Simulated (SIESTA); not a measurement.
Runs of SIESTA 5.4.2 on Pb. Symmetry: Fm-3m, No. 225, cubic system. The conventional cell has a = 4.950 Å, b = 4.950 Å, c = 4.950 Å, α = 90.00°, β = 90.00°, γ = 90.00°. Pb (site symmetry m-3m) has 12 Pb at 3.50 Å as nearest neighbours. 

```csv
level,potentials or basis,gap on the mesh (eV),pressure (GPa)
BLYP,"PseudoDojo 0.4 standard (PBE files), DZP (energy shift 0.002 Ry)",none,(a)
vdW-DF-cx,"PseudoDojo 0.4 standard (PBE files), DZP (energy shift 0.002 Ry)",none,0.3
PBEsol,"PseudoDojo 0.4 standard (PBEsol files), DZP (energy shift 0.002 Ry)",none,-0.1
LDA,"PseudoDojo 0.4 standard (LDA files), DZP (energy shift 0.002 Ry)",none,-1.7
```

Alike in all rows: task band structure; no spin polarisation; cell as given; k mesh 9 × 9 × 9; smearing fermi-dirac 0.05 eV; grid cutoff 500 Ry; energy shift 0.002 Ry.

Question: Estimate the missing entries.

Answer: (a) 6.4.

Caveats: semicore shells carry a single zeta, which can move pressures by several GPa and volumes by a few percent; spin-orbit coupling is left out, which moves the levels of the heavy elements; the basis of atomic orbitals isn't converged, which shifts pressures, moduli and gaps; the potentials were made for another functional, which shifts forces and pressure (some runs).

A k mesh can miss the band edges, and the runs leave out spin-orbit coupling on Pb.

A gap of «none» marks a metal or a gap under the smearing width.

Runs at the PBE level aren't shown here.
